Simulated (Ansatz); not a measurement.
## Moving the dispersion correction in BN

The cell as given:

```cif
data_structure
_symmetry_space_group_name_H-M 'P6_3/mmc'
_symmetry_Int_Tables_number 194
_cell_length_a 2.4982
_cell_length_b 2.4982
_cell_length_c 6.6357
_cell_angle_alpha 90.000
_cell_angle_beta 90.000
_cell_angle_gamma 120.000
_cell_volume 35.87
loop_
_atom_site_label
_atom_site_type_symbol
_atom_site_symmetry_multiplicity
_atom_site_Wyckoff_symbol
_atom_site_fract_x
_atom_site_fract_y
_atom_site_fract_z
_atom_site_occupancy
N1 N 2 d 0.66667 0.33333 0.25000 1
B1 B 2 c 0.66667 0.33333 0.75000 1
```

Kept alike: task relaxation of cell and atoms; functional PBEsol; k mesh 12 × 12 × 4; occupations fermi-dirac, width 0.05 eV; no spin polarisation. Program: Ansatz, Ansatz PAW, cutoff 420 eV. The mesh is that of the run's cell of 4 atoms. No spin-orbit coupling.

```csv
dispersion correction,band gap (eV),volume (Å³/atom),first edge of the run's cell (Å),third edge of the run's cell (Å)
D3(BJ),4.103,8.688,2.500,6.418
D3(BJ)-ATM,4.126,8.780,2.501,6.483
D4,4.124,8.779,2.502,6.480
none,4.268,9.527,2.504,7.016
```

Gaps hold for each row's own relaxed cell. The relaxations keep at least the cell's symmetry (P6_3/mmc). Relaxations stop with a little pressure left, so the last digits of a volume or edge aren't settled. Ansatz's relaxations hold a Pulay term in the stress (up to 0.6 GPa here). A gap read on the mesh alone can miss an edge between its points. All rows use potentials made for PBE.

Problem. What does the dispersion correction change here?

Solution. The band gap runs from 4.103 (D3(BJ)) to 4.268 eV (none). The volume runs from 8.688 (D3(BJ)) to 9.527 Å³/atom (none). Against no correction: D3(BJ) -8.8 %; D3(BJ)-ATM -7.8 %; D4 -7.9 %. Dispersion terms mostly attract and so lower the volume; the schemes' coefficients and damping set how far. The first edge of the run's cell runs from 2.500 (D3(BJ)) to 2.504 Å (none). The third edge of the run's cell runs from 6.418 (D3(BJ)) to 7.016 Å (none).
